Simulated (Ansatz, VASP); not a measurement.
Si: VASP beside Ansatz

```
Si
1.0
     2.68520    0.00000    0.00000
    -1.34260    2.32545    0.00000
     0.00000    0.00000    4.60021
Si
2
Direct
  0.33333 0.66667 0.25000
  0.66667 0.33333 0.75000
```

Alike in both runs: functional PBE; k mesh 18 × 18 × 10; occupations gaussian, width 0.1 eV; no spin polarisation.

Ansatz relaxed the structure, and its values are those at the end. VASP's run is a single point on that final structure, the one shown.

|  | VASP | Ansatz |
| --- | --- | --- |
| version | VASP 6.6.1 | Ansatz 0.2.0 |
| potentials or method | VASP PAW PBE potentials, release 64 (Si) | scalar-relativistic, plane waves, PAW |
| plane-wave cutoff (eV) | 520 | 420 |
| valence electrons in the cell | 8 | 8 |

|  | VASP | Ansatz | Ansatz less VASP |
| --- | --- | --- | --- |
| gap on the k mesh at the Fermi level (eV) | none | none | - |
| pressure (GPa) | 0.0 | 0.0 | +0.03 |

A gap of «none» marks a metal or a gap that the smearing closes. The functional is the same, so the differences come from potentials, cutoffs and numerics.
